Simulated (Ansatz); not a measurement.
# Relaxing PbSe in the wurtzite type

First guess:

```
CELL_PARAMETERS angstrom
4.55586 0.00000 0.00000
-2.27793 3.94549 0.00000
0.00000 0.00000 7.42605
ATOMIC_POSITIONS crystal
Pb 0.33333 0.66667 0.00000
Pb 0.66667 0.33333 0.50000
Se 0.33333 0.66667 0.37600
Se 0.66667 0.33333 0.87600
```

Level of theory: Ansatz 0.2.0, DFT, PBE, PAW with Ansatz's default frozen-core files, scalar-relativistic.

Cell and atoms relax within the symmetry of the start on a 8×8×5 k mesh with 0.08 eV Fermi–Dirac smearing.

The start is built from a prototype, known or not as a phase of this compound; the cutoff is 420 eV.

Spin–orbit coupling is left out, though it moves levels of the heavy atoms by tenths of an eV or more.

**Question.** What is the pressure of the first guess?

**Answer.** 9.08 GPa.

**Question.** What does it relax to?

**Answer.** a = 5.217 Å, b = 5.217 Å, c = 6.238 Å, α = 90.00°, β = 90.00°, γ = 120.00° (conventional cell), 36.76 Å³ per atom:
```xyz
4
Lattice="5.2170 0.0000 0.0000 -2.6085 4.5181 0.0000 0.0000 0.0000 6.2379" Properties=species:S:1:pos:R:3 pbc="T T T"
Pb    0.0000    3.0120   -0.3869
Pb    2.6085    1.5060    2.7321
Se    0.0000    3.0120    2.7323
Se    2.6085    1.5060    5.8513
```
It has left the symmetry of the starting type.

**Question.** How much energy does the relaxation release?

**Answer.** 232 meV/atom.
